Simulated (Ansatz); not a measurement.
Input and output of a field-response calculation (clamped ions) on HfSi₃O₈ on the sites of polar orthorhombic HfO2 (relaxed group P2) (Ansatz, r2SCAN). The geometry is the r2SCAN minimum.

Input file:
```yaml
crystal:
  lattice:
    - [4.3636755051, -0.1703455089, -3.85836e-05]
    - [-0.1711605093, 4.6994748013, -4.41842e-05]
    - [-3.52726e-05, -4.31421e-05, 5.0965161843]
  atoms:
    - { symbol: Hf, position: [0.2499908746, 0.2043232636, 0.0441297518] }
    - { symbol: Si, position: [0.2500024618, 0.7043313683, 0.4120359316] }
    - { symbol: Si, position: [0.7500099196, 0.2043273496, 0.5864706288] }
    - { symbol: Si, position: [0.7499913668, 0.7043310374, 0.9025320942] }
    - { symbol: O, position: [0.0119222711, 0.3775601797, 0.3812840923] }
    - { symbol: O, position: [0.0123530172, 0.8376731599, 0.1482461191] }
    - { symbol: O, position: [0.496519484, 0.5217447054, 0.6454455697] }
    - { symbol: O, position: [0.5702079966, 1.0073513509, 0.8524439307] }
    - { symbol: O, position: [0.4880775497, 1.0311027562, 0.3812880206] }
    - { symbol: O, position: [0.487636739, 0.5709849803, 0.1482349311] }
    - { symbol: O, position: [0.9298020989, 0.4013285826, 0.8524329653] }
    - { symbol: O, position: [1.003486221, 0.8869412659, 0.6454559649] }
kpoints:
  mp_grid: { grid: [6, 4, 4] }
hamiltonian:
  xc: r2scan
scf:
  occupations: { method: fixed }
dielectric: {}
```

It took 2.7 min on 1 × NVIDIA H100 80GB HBM3 with 2 threads of AMD EPYC 7R13 Processor (Zen 3) (shared host), load about 1.0 per core; peak host memory 2.9 GiB.

What the program printed (shortened):
```
Functional definition: r2SCAN
Crystal: 12 atoms, lattice volume = 104.366 Å³
Basis set: ecut = 500 eV, 2669 PW (Γ)
Bands: 55, of which v1, the nominal top of the filled ones, is band 43 counted from 1 (42 counted from 0)
Symmetry: 1 space group operations
k-points: 52 of 96 (time reversal used)
preconditioner: auto → Resta (q_TF=auto, 2.642 Å⁻¹)  ε∞=4.0  [insulator: Δε(μ)=5.534 eV  ℏωp=33.3 eV]
Free energy (F): -22213.623264 eV
Fermi energy:    11.060730 eV
--- Dielectric response (ions clamped): 3 representative field directions + reference, inside a basis on a mesh of 96 k-points ---
  ε∞ (high-frequency dielectric tensor):
        3.714697    -0.009139    -0.000066
       -0.009139     3.922671     0.000022
       -0.000066     0.000022     3.674897
  Born effective charges Z* (e; rows j = field, columns β = displacement):
    site 0:
         4.90043   -0.05829   -0.00093
        -0.06261    5.37216    0.00091
        -0.00082    0.00043    4.53070
    site 1:
         3.65883   -0.16531   -0.00040
        -0.36716    4.44014    0.00041
        -0.00098    0.00097    4.28195
    site 2:
         4.28496    0.23462    0.00029
        -0.11895    3.85317    0.00033
         0.00013    0.00031    4.03143
    site 3:
         4.31824   -0.02097   -0.00003
         0.37478    4.30407   -0.00094
         0.00003    0.00008    3.71570
    site 4:
        -2.04418   -0.38702    0.59626
        -0.30756   -2.09507   -0.11739
         0.62761   -0.02238   -2.17590
    site 5:
        -2.05803   -0.48867   -0.50408
        -0.49025   -2.41247    0.26932
        -0.50060    0.19325   -2.03954
    site 6:
        -2.09420    0.36422   -0.34736
         0.28902   -2.19556    0.04624
        -0.42647    0.12139   -2.14027
    site 7:
        -2.38505    0.51690    0.61536
         0.59657   -2.28288   -0.01441
         0.60380   -0.11278   -1.92496
    site 8:
        -2.04479   -0.38769   -0.59662
        -0.30781   -2.09348    0.11762
        -0.62725    0.02207   -2.17551
    site 9:
        -2.05787   -0.48845    0.50381
        -0.49006   -2.41335   -0.27039
         0.50150   -0.19469   -2.03947
    site 10:
        -2.38410    0.51675   -0.61397
         0.59608   -2.28226    0.01438
        -0.60367    0.11308   -1.92418
    site 11:
        -2.09424    0.36391    0.34766
         0.28795   -2.19447   -0.04607
         0.42673   -0.12174   -2.13993
  ε∞ is read to err by 1.4e-2, Z* by 2.9e-2 e
```

The electronic dielectric tensor ε∞ is 3.71, 3.92 and 3.67 along x, y and z. Born charges, averaged over directions: Hf +4.93, Si +4.06 to +4.13, O -2.20 to -2.10 e. The program notes that the ground state's band table doesn't vouch for all the bands that the response reads.

The structure was generated, not taken from experiment, and needn't be the ground state; spin polarisation is off.
